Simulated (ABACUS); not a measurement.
A run of ABACUS 3.10.1 is set up as follows.

The input run_abacus.py:

```python
"""ABACUS run from a structure file: ASE reads it, the script writes STRU, KPT and INPUT."""
import re
import subprocess
import spglib
from ase import Atoms
from ase.io import read
from ase.units import Bohr

atoms = read("Al.cif")
cell, frac, numbers = spglib.standardize_cell((atoms.cell[:], atoms.get_scaled_positions(), atoms.numbers), to_primitive=True, symprec=1e-4)
atoms = Atoms(numbers=numbers, cell=cell, scaled_positions=frac, pbc=True)  # the primitive cell
atoms = atoms[(-atoms.numbers).argsort(kind="stable")]  # ABACUS lists atoms element by element
pseudo = {'Al': '13_Al_3_1.9_1.9_pbe_n_v1.0.upf'}
orbital = {}
magmoms = None
kmesh = [9, 9, 9]
params = {
    'suffix': 'Al',
    'calculation': 'scf',
    'basis_type': 'pw',
    'pseudo_dir': './',
    'symmetry': 1,
    'dft_functional': 'revpbe',
    'ecutwfc': 60,
    'pseudo_rcut': 10,
    'nspin': 1,
    'nbands': 12,
    'ks_solver': 'dav',
    'smearing_method': 'fd',
    'smearing_sigma': 0.00367493,
    'scf_thr': 1e-08,
    'scf_nmax': 100,
    'mixing_type': 'broyden',
    'mixing_beta': 0.7,
    'cal_force': 1,
    'cal_stress': 1,
    'out_chg': 1,
    'out_pot': 2,
    'out_elf': 1,
}

symbols = atoms.get_chemical_symbols()
elements = list(dict.fromkeys(symbols))
lines = ["ATOMIC_SPECIES"] + [f"{e} {atoms.get_masses()[symbols.index(e)]:.4f} {pseudo[e]}" for e in elements]
if orbital:
    lines += ["", "NUMERICAL_ORBITAL"] + [orbital[e] for e in elements]
lines += ["", "LATTICE_CONSTANT", f"{1 / Bohr:.10f}", "", "LATTICE_VECTORS"]
lines += [" ".join(f"{x:.10f}" for x in v) for v in atoms.cell]
lines += ["", "ATOMIC_POSITIONS", "Direct"]
for e in elements:
    lines += ["", e, "0.0", str(symbols.count(e))]
    for i, p in enumerate(atoms.get_scaled_positions(wrap=False)):
        if symbols[i] == e:
            mag = "" if magmoms is None else " mag " + " ".join(str(x) for x in (magmoms[i] if isinstance(magmoms[i], list) else [magmoms[i]]))
            lines.append(" ".join(f"{x:.10f}" for x in p) + " 1 1 1" + mag)
open("STRU", "w").write("\n".join(lines) + "\n")
open("KPT", "w").write("K_POINTS\n0\nGamma\n%d %d %d 0 0 0\n" % tuple(kmesh))
open("INPUT", "w").write("INPUT_PARAMETERS\n" + "".join(f"{k:<20s}{v}\n" for k, v in params.items()))

done = subprocess.run(['mpirun', '-np', '4', 'abacus'])
if done.returncode:
    raise SystemExit(done.returncode)
log = open("OUT.Al/running_scf.log").read()
print("final energy (eV):", re.findall(r"FINAL_ETOT_IS (\S+)", log))
```

Al.cif

```cif
data_Al
_cell_length_a 4.04961000
_cell_length_b 4.04961000
_cell_length_c 4.04961000
_cell_angle_alpha 90.00000000
_cell_angle_beta 90.00000000
_cell_angle_gamma 90.00000000
_space_group_name_H-M_alt 'Fm-3m'
_space_group_name_Hall '-F 4 2 3'
_space_group_IT_number 225
loop_
_space_group_symop_operation_xyz
'x,y,z'
'-x,-y,-z'
'-y,x,z'
'y,-x,-z'
'-x,-y,z'
'x,y,-z'
'y,-x,z'
'-y,x,-z'
'x,-y,-z'
'-x,y,z'
'-y,-x,-z'
'y,x,z'
'-x,y,-z'
'x,-y,z'
'y,x,-z'
'-y,-x,z'
'z,x,y'
'-z,-x,-y'
'z,-y,x'
'-z,y,-x'
'z,-x,-y'
'-z,x,y'
'z,y,-x'
'-z,-y,x'
'-z,x,-y'
'z,-x,y'
'-z,-y,-x'
'z,y,x'
'-z,-x,y'
'z,x,-y'
'-z,y,x'
'z,-y,-x'
'y,z,x'
'-y,-z,-x'
'x,z,-y'
'-x,-z,y'
'-y,z,-x'
'y,-z,x'
'-x,z,y'
'x,-z,-y'
'-y,-z,x'
'y,z,-x'
'-x,-z,-y'
'x,z,y'
'y,-z,-x'
'-y,z,x'
'x,-z,y'
'-x,z,-y'
'x,y+1/2,z+1/2'
'-x,-y+1/2,-z+1/2'
'-y,x+1/2,z+1/2'
'y,-x+1/2,-z+1/2'
'-x,-y+1/2,z+1/2'
'x,y+1/2,-z+1/2'
'y,-x+1/2,z+1/2'
'-y,x+1/2,-z+1/2'
'x,-y+1/2,-z+1/2'
'-x,y+1/2,z+1/2'
'-y,-x+1/2,-z+1/2'
'y,x+1/2,z+1/2'
[... 40 lines left out ...]
'-x+1/2,-y,z+1/2'
'x+1/2,y,-z+1/2'
'y+1/2,-x,z+1/2'
'-y+1/2,x,-z+1/2'
'x+1/2,-y,-z+1/2'
'-x+1/2,y,z+1/2'
'-y+1/2,-x,-z+1/2'
'y+1/2,x,z+1/2'
'-x+1/2,y,-z+1/2'
'x+1/2,-y,z+1/2'
'y+1/2,x,-z+1/2'
'-y+1/2,-x,z+1/2'
'z+1/2,x,y+1/2'
'-z+1/2,-x,-y+1/2'
'z+1/2,-y,x+1/2'
'-z+1/2,y,-x+1/2'
'z+1/2,-x,-y+1/2'
'-z+1/2,x,y+1/2'
'z+1/2,y,-x+1/2'
'-z+1/2,-y,x+1/2'
'-z+1/2,x,-y+1/2'
'z+1/2,-x,y+1/2'
'-z+1/2,-y,-x+1/2'
'z+1/2,y,x+1/2'
'-z+1/2,-x,y+1/2'
'z+1/2,x,-y+1/2'
'-z+1/2,y,x+1/2'
'z+1/2,-y,-x+1/2'
'y+1/2,z,x+1/2'
'-y+1/2,-z,-x+1/2'
'x+1/2,z,-y+1/2'
'-x+1/2,-z,y+1/2'
'-y+1/2,z,-x+1/2'
'y+1/2,-z,x+1/2'
'-x+1/2,z,y+1/2'
'x+1/2,-z,-y+1/2'
'-y+1/2,-z,x+1/2'
'y+1/2,z,-x+1/2'
'-x+1/2,-z,-y+1/2'
'x+1/2,z,y+1/2'
'y+1/2,-z,-x+1/2'
'-y+1/2,z,x+1/2'
'x+1/2,-z,y+1/2'
'-x+1/2,z,-y+1/2'
'x+1/2,y+1/2,z'
'-x+1/2,-y+1/2,-z'
'-y+1/2,x+1/2,z'
'y+1/2,-x+1/2,-z'
'-x+1/2,-y+1/2,z'
'x+1/2,y+1/2,-z'
'y+1/2,-x+1/2,z'
'-y+1/2,x+1/2,-z'
'x+1/2,-y+1/2,-z'
'-x+1/2,y+1/2,z'
'-y+1/2,-x+1/2,-z'
'y+1/2,x+1/2,z'
'-x+1/2,y+1/2,-z'
'x+1/2,-y+1/2,z'
'y+1/2,x+1/2,-z'
'-y+1/2,-x+1/2,z'
'z+1/2,x+1/2,y'
'-z+1/2,-x+1/2,-y'
'z+1/2,-y+1/2,x'
'-z+1/2,y+1/2,-x'
'z+1/2,-x+1/2,-y'
'-z+1/2,x+1/2,y'
'z+1/2,y+1/2,-x'
'-z+1/2,-y+1/2,x'
'-z+1/2,x+1/2,-y'
'z+1/2,-x+1/2,y'
'-z+1/2,-y+1/2,-x'
'z+1/2,y+1/2,x'
'-z+1/2,-x+1/2,y'
'z+1/2,x+1/2,-y'
'-z+1/2,y+1/2,x'
'z+1/2,-y+1/2,-x'
'y+1/2,z+1/2,x'
'-y+1/2,-z+1/2,-x'
'x+1/2,z+1/2,-y'
'-x+1/2,-z+1/2,y'
'-y+1/2,z+1/2,-x'
'y+1/2,-z+1/2,x'
'-x+1/2,z+1/2,y'
'x+1/2,-z+1/2,-y'
'-y+1/2,-z+1/2,x'
'y+1/2,z+1/2,-x'
'-x+1/2,-z+1/2,-y'
'x+1/2,z+1/2,y'
'y+1/2,-z+1/2,-x'
'-y+1/2,z+1/2,x'
'x+1/2,-z+1/2,y'
'-x+1/2,z+1/2,-y'
loop_
_atom_site_label
_atom_site_type_symbol
_atom_site_symmetry_multiplicity
_atom_site_Wyckoff_symbol
_atom_site_fract_x
_atom_site_fract_y
_atom_site_fract_z
_atom_site_occupancy
Al1 Al 4 a 0.0000000000 0.0000000000 0.0000000000 1
```

Potentials or basis: SPMS ONCV 1.0 PBE, plane waves.

Run with:

```console
$ OMP_NUM_THREADS=1 python run_abacus.py > log
```

Problem. Estimate the pressure.

Solution. -0.3 GPa.

Problem. Predict the band gap on the k mesh.

Solution. None (metal or under the smearing width).

Caveat: the potentials were made for another functional, which shifts forces and pressure.
